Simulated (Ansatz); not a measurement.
# ZnSe (Stilleite) (F-43m) in Ansatz: notebook

The runs below take ZnSe (Stilleite) through single point, with PBE.

All numbers are computed with Ansatz 0.2.0; they aren't measurements. Logs are shortened: lines on timing, memory, paths and dates and some standing lists are left out, and cuts for length are marked.

**The experiment to reproduce.**

“Alloy Disordering Effects on the Thermal Conductivity and Energy Gap Temperature Dependence of Cd1−xZnxSe Ternary Crystals Grown by the Bridgman Method”, 2023, pmc:10253836 reports, for a bulk crystal of ZnSe at 300 K: band gap 2.695 ± 0.003 eV (an exciton energy, a little under the gap).

The results are compared with them further down.

### Step 1. The structure

It takes space group F-43m (No. 216, cubic). Conventional cell: a = 5.668 Å, b = 5.668 Å, c = 5.668 Å, α = 90.00°, β = 90.00°, γ = 90.00°. Around Se (site symmetry -43m) lie 4 Zn at 2.45 Å. Zn (site symmetry -43m) has 4 Se at 2.45 Å as nearest neighbours.

### Step 2. Single point, PBE

Input file input.yaml:

```yaml
crystal:
  lattice:
    - [0.0, 2.8338, 2.8338]
    - [2.8338, 0.0, 2.8338]
    - [2.8338, 2.8338, 0.0]
  atoms:
    - { symbol: Se, position: [0.75, 0.75, 0.75] }
    - { symbol: Zn, position: [0.0, 0.0, 0.0] }
kpoints:
  mp_grid: { grid: [6, 6, 6] }
scf:
  occupations: { method: fermi_dirac, width: 0.04 }
hamiltonian:
  xc: pbe
  pseudopotentials: { kind: all_electron, lapw: { basis_error: 0.002 } }
output:
  forces: true
  stress: true
  eigenvalues: true
```

Potentials or basis: all-electron LAPW, scalar-relativistic.

Run with:

```
> ansatz run input.yaml --threads 1 --pin off --max-ram 3072MiB --backend cpu --events-out ev --progress --plain --runs-dir out
```

The log of the run:

```text
Warning: RAYON_NUM_THREADS=1 ignored (pool sized by the plan → 1); use --threads N
LAPW: plane waves up to 8.666 Å⁻¹, error target 2.0e-3 eV per atom; small_component_spin mean_spin; Zn in spheres of 1.249 Å, 20 of its electrons in bands, Dirac shells []; Se in spheres of 1.205 Å, 24 of its electrons in bands, Dirac shells [] (how accurate: hamiltonian.pseudopotentials.lapw.basis_error, Limitations)
Engine: ansatz 0.2.0, aarch64-unknown-linux-gnu
Pseudopotentials: kind: all_electron
Pseudopotential: Se, LAPW, valence charge 24, lapw/all_electron/scalar/gaussian/Se, Koelling and Harmon's equation, gaussian nucleus
Pseudopotential: Zn, LAPW, valence charge 20, lapw/all_electron/scalar/gaussian/Zn, Koelling and Harmon's equation, gaussian nucleus
Functional definition: PBE
  parameter kappa = 0.804
  parameter beta = 0.06672455060314922
  exchange = pbe_x(kappa = kappa, mu = beta*pi^2/3)
  correlation = pbe_c(beta = beta)
Crystal: 2 atoms, lattice volume = 45.513 Å³
Basis set: ecut = 286.1301012100988 eV, 531 PW (Γ), exchange–correlation at level 2
Bands: 27, of which v1, the nominal top of the filled ones, is band 22 counted from 1 (21 counted from 0)
Symmetry: 24 space group operations
Space group: F-43m (ITA 216), of the structure as read, at distance tolerance 3.6e-5 Å
k-points: 16 of 216 (time reversal used)
Non-local potential: Se, projectors of the file, none
Non-local potential: Zn, projectors of the file, none
Initial density: superposition of atomic densities (chi_scale 0.1, normalization cell, long waves kept (reshape's long-wave potential 0.00 eV rms))
Initial wavefunctions: plane waves of lowest kinetic energy (no species holds an atomic orbital)
Functional: x = pbe(κ = 0.804, μ = 0.2195149727645171), c = pbe(β = 0.06672455060314922)
iter 1 solved again at ethr=1.63e-3 eV; its pass at ethr=1.00e-1 eV (dr2=7.17e-1 eV) is discarded
SCF iter   1: F=—  HF=-115000.388527 eV  |F-HF|=—  |Δ(HF+E_count)|=         —  Δρ=3.07e-2  dr2=7.18e-1  ethr=1.63e-3  ⟨swp⟩=2.0  Hψ=2716  notcnv=0
preconditioner: auto → none  [insulator: Δε(μ)=1.545 eV  Ē_g=12.183 eV  σ=0.040 eV  W_gap=1.00  n_scr=14 (ndim 8)  ℏωp=23.4 eV  f_vac=0.191  D(μ)=0.00/eV (n_scr^D=0)  ε∞_Penn≈4.7]
iter 2 solved again at ethr=7.22e-5 eV; its pass at ethr=1.63e-3 eV (dr2=3.18e-2 eV) is discarded
SCF iter   2: F=—  HF=-115000.171883 eV  |F-HF|=—  |Δ(HF+E_count)|=   2.17e-1  Δρ=9.46e-3  dr2=3.18e-2  ethr=7.22e-5  ⟨swp⟩=2.0  Hψ=2235  notcnv=0
SCF iter   3: F=—  HF=-115000.103756 eV  |F-HF|=—  |Δ(HF+E_count)|=   6.81e-2  Δρ=6.31e-3  dr2=1.52e-2  ethr=7.22e-5  ⟨swp⟩=3.0  Hψ=1394  notcnv=0
SCF iter   4: F=—  HF=-115000.096930 eV  |F-HF|=—  |Δ(HF+E_count)|=   6.83e-3  Δρ=2.96e-3  dr2=3.49e-3  ethr=3.46e-5  ⟨swp⟩=2.0  Hψ=1233  notcnv=0
SCF iter   5: F=—  HF=-115000.097160 eV  |F-HF|=—  |Δ(HF+E_count)|=   2.30e-4  Δρ=5.99e-4  dr2=1.10e-4  ethr=7.94e-6  ⟨swp⟩=2.0  Hψ=1246  notcnv=0
SCF iter   6: F=—  HF=-115000.097178 eV  |F-HF|=—  |Δ(HF+E_count)|=   1.81e-5  Δρ=8.96e-5  dr2=2.77e-6  ethr=2.50e-7  ⟨swp⟩=2.3  Hψ=1231  notcnv=0
SCF iter   7: F=-115000.097184 eV  HF=-115000.097184 eV  |F-HF|=5.23e-8  |Δ(HF+E_count)|=   6.38e-6  Δρ=1.17e-5  dr2=5.93e-8  ethr=6.29e-9  ⟨swp⟩=3.0  Hψ=1297  notcnv=0
SCF 1 converged in 7 iterations: F = -115000.097184 eV  dr2 = 5.93e-8
SCF converged after 7 iterations
Free energy (F): -115000.097184 eV
Harris-Foulkes:  -115000.097184 eV  (|F-HF|=5.23e-8)
Internal energy: -115000.097184 eV  (E = F + TS)
E sigma→0 (E₀):  -115000.097184 eV
Fermi energy:    8.712879 eV
--- Per-component energies (eV) ---
  E_band       = -2238.018541
  E_kinetic    = 117467.995784
  E_xc         = -4346.742291
  E_electrostatic = -228121.350677  (all electrons and nuclei)
  E_smearing   = -0.000000  (= −TS)
  E_closure    = 0.000000  (closes the sum)
  E_atoms      = -114994.086913  (free atoms, spherical and without spin; not in F)
  Σ components = -115000.097184   (vs F -115000.097184, Δ=0.00e0)
  Basis errors (estimates in eV, not in F): energy 8.6e-4 per atom: plane waves 7.7e-4 (4.6e-4 summed), levels above the bands 1.2e-107, relativity 4.5e-8, radial functions 8.9e-5, core shells 5.0e-10; eigenvalues (radial functions only) 2.3e-6; not estimated: angular momenta, meshes, grids; target (lapw.basis_error) 2.0e-3; muffin-tin radii Zn 1.249 Å, Se 1.205 Å
--- Forces (eV/Å), atoms counted from 1 ---
  atom   1  Se    -0.00000000     0.00000000     0.00000000
  atom   2  Zn     0.00000000    -0.00000000    -0.00000000
  max |Σ_I F_I| component: 2.31e-17 eV/Å
--- Stress (GPa, compression-positive) ---
        2.149895      -0.000000      -0.000000
       -0.000000       2.149895       0.000000
       -0.000000       0.000000       2.149895
  P = ⅓ Tr σ = 2.1499 GPa (21.499 kbar)
--- Band table (eV; the first three rows and the last of 16) ---
  k-point 0: bands = ["-199.1210", "-138.5878", "-138.5878", "-138.5878", "-117.1576", "-71.3259", "-71.3259", "-71.3259", "-38.8053", "-38.8053", "-38.8053", "-38.8011", "-38.8011", "-5.2134", "1.5043", "1.5043", "1.5043", "1.8743", "1.8743", "8.0463", "8.0463", "8.0463", "9.3352", "13.8558", "13.8558", "13.8558", "17.9756"]
  k-point 1: bands = ["-199.1210", "-138.5878", "-138.5878", "-138.5878", "-117.1576", "-71.3260", "-71.3260", "-71.3260", "-38.8053", "-38.8053", "-38.8053", "-38.8011", "-38.8011", "-5.0390", "1.5208", "1.5309", "1.5309", "1.8726", "1.8726", "6.1423", "7.7940", "7.7940", "10.5976", "13.9222", "14.2580", "14.2580", "18.5203"]
  k-point 2: bands = ["-199.1210", "-138.5878", "-138.5878", "-138.5878", "-117.1576", "-71.3260", "-71.3260", "-71.3260", "-38.8053", "-38.8052", "-38.8052", "-38.8011", "-38.8011", "-4.6478", "1.5757", "1.5757", "1.6750", "1.8808", "1.8808", "3.9920", "7.3668", "7.3668", "10.7283", "14.5297", "14.5297", "15.6155", "18.4683"]
  k-point 15: bands = ["-199.1210", "-138.5878", "-138.5878", "-138.5878", "-117.1575", "-71.3260", "-71.3260", "-71.3260", "-38.8054", "-38.8051", "-38.8050", "-38.8011", "-38.8010", "-4.1528", "1.6020", "1.7211", "1.7937", "1.8887", "2.1455", "3.3442", "5.4239", "5.4960", "12.5162", "12.8558", "16.3159", "16.6530", "19.6953"]
```

Run time: 6.6 s. Hardware: 1 thread of Arm Neoverse V2, shared host; peak memory 0.25 GiB.

What came out:

- Free energy: -115000.0972 eV
- Pressure: 2.1 GPa
- Band gap on the k mesh: 1.29 eV, direct

### Step 3. Single point, PBE

Input file input.yaml:

```yaml
crystal:
  lattice:
    - [0.0, 2.8338, 2.8338]
    - [2.8338, 0.0, 2.8338]
    - [2.8338, 2.8338, 0.0]
  atoms:
    - { symbol: Se, position: [0.75, 0.75, 0.75] }
    - { symbol: Zn, position: [0.0, 0.0, 0.0] }
kpoints:
  mp_grid: { grid: [8, 8, 8] }
scf:
  occupations: { method: gaussian, width: 0.029 }
hamiltonian:
  xc: pbe
  pseudopotentials: { kind: all_electron, lapw: { basis_error: 0.001 } }
output:
  forces: true
  stress: true
  eigenvalues: true
```

Potentials or basis: all-electron LAPW, scalar-relativistic.

Run with:

```
> ansatz run input.yaml --threads 1 --pin off --max-ram 3072MiB --backend cpu --events-out ev --progress --plain --runs-dir out
```

It took 12 s on 1 thread of Arm Neoverse V2, shared host; peak memory 0.29 GiB.

It converged, with:

| Property | Result |
| --- | --- |
| Free energy | -115000.1030 eV |
| Pressure | 2.1 GPa |
| Band gap on the k mesh | 1.29 eV, direct |

Levels at points of the mesh, in eV from the valence-band top:
```tsv
k point	band 19	band 20	band 21	band 22	band 23	band 24	band 25	band 26
(0.00, 0.00, 0.00)	-6.17	0.00	0.00	0.00	1.29	5.81	5.81	5.81
(0.00, 0.00, -0.50)	-6.01	-5.22	-0.87	-0.87	2.55	6.39	6.39	8.57
(0.00, -0.50, -0.50)	-5.99	-4.75	-2.18	-2.18	2.99	3.47	10.73	11.25
```

### Step 4. Single point, PBE

input.yaml, as its differences from that of step 3:

```diff
@@ -11,3 +11,3 @@
 scf:
-  occupations: { method: gaussian, width: 0.029 }
+  occupations: { method: gaussian, width: 0.026 }
 hamiltonian:
```

Run with:

```
> ansatz run input.yaml --threads 1 --pin off --max-ram 3072MiB --backend cpu --events-out ev --progress --plain --runs-dir out
```

Wall time 12 s (1 thread of Arm Neoverse V2, shared host); peak memory 0.29 GiB.

Results (log left out):

```yaml
Free_energy: -115000.1030 eV
Pressure: 2.1 GPa
Band_gap_on_the_k_mesh: 1.29 eV, direct
```

Levels at points of the mesh, in eV from the valence-band top:
| k point | band 19 | band 20 | band 21 | band 22 | band 23 | band 24 | band 25 | band 26 |
| --- | --- | --- | --- | --- | --- | --- | --- | --- |
| (0.00, 0.00, 0.00) | -6.17 | 0.00 | 0.00 | 0.00 | 1.29 | 5.81 | 5.81 | 5.81 |
| (0.00, 0.00, -0.50) | -6.01 | -5.22 | -0.87 | -0.87 | 2.55 | 6.39 | 6.39 | 8.57 |
| (0.00, -0.50, -0.50) | -5.99 | -4.75 | -2.18 | -2.18 | 2.99 | 3.47 | 10.73 | 11.25 |

### Step 5. Summary

```csv
k mesh,cutoff (eV),smearing,basis error allowed,gap on the mesh (eV),pressure (GPa)
6 × 6 × 6,286,fermi-dirac 0.04 eV,0.002 eV/atom,1.29,2.1
8 × 8 × 8,311,gaussian 0.029 eV,0.001 eV/atom,1.29,2.1
8 × 8 × 8,311,gaussian 0.026 eV,0.001 eV/atom,1.29,2.1
```

Alike in all rows: task single point; level PBE; potentials or basis all-electron LAPW, scalar-relativistic; no spin polarisation; cell as given.

On the cell as given the gap runs from 1.29 eV (PBE) to 1.29 eV (PBE); the meshes differ, which moves gaps too.

Compare energies only between runs with the same functional and basis.

### Step 6. How close it comes

Step 2. A measured gap of ZnSe is 2.695 eV (an exciton energy, a little under the gap; 300 K; “Alloy Disordering Effects on the Thermal Conductivity and Energy Gap Temperature Dependence of Cd1−xZnxSe Ternary Crystals Grown by the Bridgman Method”, 2023, pmc:10253836); the calculated 1.29 eV misses it by -1.41 eV. So large a miss can be the level of theory's own, or it may mean another phase, state or a wrong row. Spin-orbit coupling on Se is left out. The value is that of PBE, without temperature or zero-point motion. Semilocal functionals fall short of measured gaps as a rule.

Step 3. A measured gap of ZnSe is 2.695 eV (an exciton energy, a little under the gap; 300 K; “Alloy Disordering Effects on the Thermal Conductivity and Energy Gap Temperature Dependence of Cd1−xZnxSe Ternary Crystals Grown by the Bridgman Method”, 2023, pmc:10253836); the calculated 1.29 eV misses it by -1.40 eV. So large a miss can be the level of theory's own, or it may mean another phase, state or a wrong row. Spin-orbit coupling on Se is left out. The value is that of PBE, without temperature or zero-point motion. Semilocal functionals fall short of measured gaps as a rule.

Step 4. Against the measured gap of ZnSe, 2.695 eV (an exciton energy, a little under the gap; 300 K; “Alloy Disordering Effects on the Thermal Conductivity and Energy Gap Temperature Dependence of Cd1−xZnxSe Ternary Crystals Grown by the Bridgman Method”, 2023, pmc:10253836), the calculated 1.29 eV is off by -1.40 eV. So large a miss can be the level of theory's own, or it may mean another phase, state or a wrong row. Spin-orbit coupling on Se is left out. The value is that of PBE, without temperature or zero-point motion. Semilocal functionals fall short of measured gaps as a rule.
